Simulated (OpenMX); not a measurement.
The system is As.

```
As
1.0
     4.56640    0.00000    0.00000
    -2.28320    3.95462    0.00000
     0.00000    0.00000    2.83374
As
2
Direct
  0.33333 0.66667 0.00000
  0.66667 0.33333 0.00000
```

The cell was built by a generator and needn't be a form met in nature.

Base run:

| Item | Value |
| --- | --- |
| Program | OpenMX 3.8.5 |
| Functional | PBE |
| Potentials or basis | OpenMX 2013 PBE set, As7.0-s3p2d1, grid cutoff 500 Ry |
| k mesh | 5 × 5 × 7 |
| Occupations | fermi-dirac, width 0.05 eV |
| Spin | no spin polarisation |

Its results: pressure 5.4 GPa; largest force 0.010 eV/Å.

The run is repeated on the same cell with these changes: potentials or basis from OpenMX 2013 PBE set, As7.0-s3p2d1, grid cutoff 500 Ry to OpenMX 2013 PBE set, As7.0-s3p2d2f1, grid cutoff 500 Ry. What comes out?

Pressure 1.6 GPa; largest force 0.011 eV/Å.

Caveats: the basis of atomic orbitals isn't converged, which shifts pressures, moduli and gaps.
